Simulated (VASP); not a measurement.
A run of VASP 6.6.1 is set up as follows.

The input INCAR:

```
PREC     = Accurate       # precision mode
ENCUT    = 300            # plane-wave cutoff, eV
EDIFF    = 1E-7           # SCF threshold, eV
ISMEAR   = 0              # smearing method
SIGMA    = 0.03           # smearing width, eV
LREAL    = F              # projectors in reciprocal space
LASPH    = T              # aspherical terms in the spheres
NELM     = 80             # most SCF steps
ALGO     = Fast           # electronic algorithm
ISIF     = 4              # what is computed and relaxed
LWAVE    = F              # write WAVECAR
LCHARG   = F              # write CHGCAR
GGA      = PE             # functional
IBRION   = 2              # ionic algorithm
NSW      = 40             # ionic steps
EDIFFG   = -0.01          # ionic threshold
KPAR     = 2
```

The input KPOINTS:

```
regular mesh
0
Gamma
  2 4 3
```

File POSCAR:

```
GeS                                     
1.0
   10.8786954474      0.0000000000      0.0000000000
    0.0000000000      3.7783681457     -0.0000000000
    0.0000000000      0.0000000000      4.3610964095
  Ge              S             
     4     4
Direct
     0.1253292637760413    0.2500000000000000    0.1260853105602074
     0.3746707362239587    0.7500000000000000    0.6260853105602073
     0.6253292637760414    0.2500000000000000    0.3739146894397926
     0.8746707362239586    0.7500000000000000    0.8739146894397927
     0.8499087617207717    0.2500000000000000    0.5005436938855825
     0.6500912382792283    0.7500000000000000    0.0005436938855827
     0.3499087617207717    0.2500000000000000    0.9994563061144175
     0.1500912382792283    0.7500000000000000    0.4994563061144101
```

Potentials or basis: VASP PAW PBE potentials, release 64 (Ge, S).

Command:

```bash
$ cat potpaw_PBE.64/Ge/POTCAR potpaw_PBE.64/S/POTCAR > POTCAR
$ mpirun -np 2 vasp_std > vasp.out
```

(1) Predict the band gap on the k mesh.

(2) Estimate the energy gained by relaxing.

Results:

(1) 1.26 eV, direct.

(2) 4.1 meV/atom.

Caveat: the k mesh is coarse (spacing up to 0.48 Å⁻¹), so the values aren't converged; an odd mesh through Γ misses points on the zone boundary, where band edges often lie.
